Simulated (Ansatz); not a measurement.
Rows from a G0W0 calculation on CdSe (F-43m) (Ansatz 0.2.0; G0W0 on PBE, plane waves, PAW; 4×4×4 mesh, 165 empty bands, screening to 120 eV, hard PAW files), in eV. Spin-orbit coupling is left out.

| row | Σx | Σc | Vxc | Z |
| --- | --- | --- | --- | --- |
| A | -20.12 | 2.09 | -17.50 | 0.72 |
| B | -8.92 | -3.79 | -12.76 | 0.75 |
| C | -6.66 | -4.47 | -11.24 | 0.73 |

**Question.** Which rows are filled states and which are empty ones, and how can one tell?

Filled: A. Empty: B and C. The sign of Σc tells: for a filled state bare exchange, which holds its interaction with itself, lies below Vxc (Σx − Vxc is -2.6 eV or lower here) and screening gives part back as a positive Σc. For an empty state Σx lies above Vxc (+3.8 eV or more) and the Coulomb hole leaves Σc negative.

[Runs of the session that timed out or met a known fault of the program may be left out.]

[Cells called generated may have been cut or substituted from an entry of the Crystallography Open Database or the Materials Project.]

[Hosts, paths, dates, database ids (printed as entryN), source tags and the programs' standing remarks are cut or masked in the printed files.]
